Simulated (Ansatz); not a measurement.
The system is ZnS.

```
Zn S
1.0
     0.00000    2.70200    2.70200
     2.70200    0.00000    2.70200
     2.70200    2.70200    0.00000
Zn S
1 1
Cartesian
  4.0530 4.0530 4.0530
  0.0000 0.0000 0.0000
```

A run of Ansatz 0.2.0 on this cell left the log below. Logs are shortened: lines on timing, memory, paths and dates and some standing lists are left out, and cuts for length are marked.

```text
Warning: RAYON_NUM_THREADS=2 ignored (pool sized by the plan → 2); use --threads N
Engine: ansatz 0.2.0, x86_64-unknown-linux-gnu
Pseudopotentials: kind: paw
Pseudopotential: Zn, paw, valence charge 12, recommended cutoff 420 eV (normal), Zn.paw.azcp
Pseudopotential: S, paw, valence charge 6, recommended cutoff 420 eV (normal), S.paw.azcp
Functional definition: PBE
  parameter kappa = 0.804
  parameter beta = 0.06672455060314922
  exchange = pbe_x(kappa = kappa, mu = beta*pi^2/3)
  correlation = pbe_c(beta = beta)
Crystal: 2 atoms, lattice volume = 39.454 Å³
Basis set: ecut = 420 eV, 749 PW (Γ), exchange–correlation on 54×54×54 points (8 copies of the dense FFT grid, shifted against one another)
Bands: 13, of which v1, the nominal top of the filled ones, is band 9 counted from 1 (8 counted from 0)
Symmetry: 24 space group operations
Space group: F-43m (ITA 216), of the structure as read, at distance tolerance 3.4e-5 Å
k-points: 35 of 729 (time reversal used)
Non-local potential: Zn, projectors of the file, l = 0: 2, l = 1: 2, l = 2: 3, l = 3: 1
Non-local potential: S, projectors of the file, l = 0: 2, l = 1: 2, l = 2: 2
PAW form: soft (Blöchl's): semilocal exchange-correlation on the pseudo side does not see the compensation charge
PAW one-centre angular grid: Zn, 590 points (default); XC on 64 Gauss nodes
PAW one-centre angular grid: S, 110 points (default); XC on 64 Gauss nodes
Initial density: superposition of atomic densities (neutral atoms: chi_scale 0, normalization atom), corrected by the library's trained network
Initial wavefunctions: pseudopotential atomic-orbital guess
Functional: x = pbe(κ = 0.804, μ = 0.2195149727645171), c = pbe(β = 0.06672455060314922)
SCF iter   1: F=—  HF=-4222.729799 eV  |F-HF|=—  |Δ(HF+E_count)|=         —  Δρ=6.07e-4  dr2=1.91e-4  ethr=1.77e-3  ⟨swp⟩=5.5  Hψ=2695  notcnv=0
preconditioner: auto → none  [insulator: Δε(μ)=2.102 eV  Ē_g=12.202 eV  σ=0.026 eV  W_gap=1.00  n_scr=14 (ndim 8)  ℏωp=25.1 eV  f_vac=0.026  D(μ)=0.00/eV (n_scr^D=0)  ε∞_Penn≈5.2]
SCF iter   2: F=—  HF=-4222.730070 eV  |F-HF|=—  |Δ(HF+E_count)|=   2.71e-4  Δρ=5.28e-4  dr2=4.98e-5  ethr=1.06e-6  ⟨swp⟩=2.4  Hψ=1134  notcnv=0
SCF iter   3: F=—  HF=-4222.730086 eV  |F-HF|=—  |Δ(HF+E_count)|=   1.57e-5  Δρ=1.62e-4  dr2=7.48e-6  ethr=2.77e-7  ⟨swp⟩=2.0  Hψ=735  notcnv=0
SCF iter   4: F=—  HF=-4222.730094 eV  |F-HF|=—  |Δ(HF+E_count)|=   7.44e-6  Δρ=7.17e-5  dr2=9.59e-7  ethr=4.15e-8  ⟨swp⟩=2.0  Hψ=735  notcnv=0
SCF iter   5: F=—  HF=-4222.730097 eV  |F-HF|=—  |Δ(HF+E_count)|=   3.51e-6  Δρ=3.29e-5  dr2=2.75e-7  ethr=5.33e-9  ⟨swp⟩=2.0  Hψ=770  notcnv=0
SCF iter   6: F=-4222.730098 eV  HF=-4222.730098 eV  |F-HF|=7.92e-9  |Δ(HF+E_count)|=   4.88e-7  Δρ=3.54e-6  dr2=2.07e-9  ethr=5.56e-10  ⟨swp⟩=9.0  Hψ=3462  notcnv=0
SCF 1 converged in 6 iterations: F = -4222.730098 eV  dr2 = 2.07e-9
  greatest PAW one-centre occupation: 0.983 electrons in one spin orbital (limit 2), on the Zn atom at site 0 (counted from 0), in its partial waves of l = 2
SCF converged after 6 iterations
Free energy (F): -4222.730098 eV
Harris-Foulkes:  -4222.730098 eV  (|F-HF|=7.92e-9)
Internal energy: -4222.730098 eV  (E = F + TS)
E sigma→0 (E₀):  -4222.730098 eV
Fermi energy:    6.841590 eV
--- Per-component energies (eV) ---
  E_band       = 5.104345
  E_kinetic    = 238.363499
  E_local      = -2040.908816  (includes V_loc(G=0)·N_el)
  E_nonlocal   = 642.720415
  E_hartree    = 853.402498
  E_xc         = -234.430178
  E_vxc        = -139.592009  (∫ρ·V_xc dr)
  E_paw        = -2428.497860  (= ΣΔE_a)
  E_vpaw       = -402.283819  (= ΣTr[D̂ρ^β])
  E_aug_tail   = -0.000361  (compensation charges beyond the density's cutoff)
  E_ewald      = -1253.379294
  E_smearing   = -0.000000  (= −TS)
  E_closure    = 0.000000  (closes the sum)
  Σ components = -4222.730098   (vs F -4222.730098, Δ=0.00e0)
--- Forces (eV/Å), atoms counted from 1 ---
  atom   1  Zn     0.00000000     0.00000000    -0.00000000
  atom   2  S     -0.00000000     0.00000000    -0.00000000
  max |Σ_I F_I| component: 4.86e-17 eV/Å
--- Stress (GPa, compression-positive) ---
        1.597806      -0.000000      -0.000000
       -0.000000       1.597806       0.000000
       -0.000000       0.000000       1.597806
  P = ⅓ Tr σ = 1.5978 GPa (15.978 kbar)
--- Band table (eV; the first three rows and the last of 35) ---
  k-point 0: bands = ["-7.3563", "-0.5481", "-0.5481", "-0.5481", "-0.0477", "-0.0477", "5.7867", "5.7867", "5.7867", "7.8961", "12.1563", "12.1563", "12.1563"]
  k-point 1: bands = ["-7.2633", "-0.5479", "-0.5313", "-0.5313", "-0.0492", "-0.0492", "4.8556", "5.6682", "5.6682", "8.6013", "12.0637", "12.3614", "12.3614"]
  k-point 2: bands = ["-7.0125", "-0.5196", "-0.4916", "-0.4916", "-0.0481", "-0.0481", "3.3339", "5.3932", "5.3932", "9.2197", "12.4594", "12.7231", "12.7231"]
  k-point 34: bands = ["-6.1347", "-0.4182", "-0.2859", "-0.1236", "-0.0609", "0.3012", "1.2346", "2.8932", "3.4163", "11.3561", "11.6886", "13.2678", "14.7809"]
```

Problem. What input gives this log?

Solution. Single point with PBE, no spin polarisation. The files as run (others can give the same):

input.yaml
```yaml
crystal:
  lattice:
    - [0.0, 2.702, 2.702]
    - [2.702, 0.0, 2.702]
    - [2.702, 2.702, 0.0]
  atoms:
    - { symbol: Zn, position: [0.75, 0.75, 0.75] }
    - { symbol: S, position: [0.0, 0.0, 0.0] }
hamiltonian:
  xc: pbe
  pseudopotentials: { kind: paw }
kpoints:
  mp_grid: { grid: [9, 9, 9] }
scf:
  occupations: { method: gaussian, width: 0.026 }
output:
  forces: true
  stress: true
  eigenvalues: true
  write_density: true
  write_potential: true
  elf: true
  volumetric_format: npy
```

Potentials or basis: Ansatz PAW.
Launch:
```sh
$ ansatz run input.yaml --threads 2 --pin off --max-ram 5632MiB --backend cpu --events-out ev --progress --plain --runs-dir out
```

Caveat: odd divisions of the mesh miss points on the zone boundary, where band edges often lie, so the gap on the mesh can be too wide.
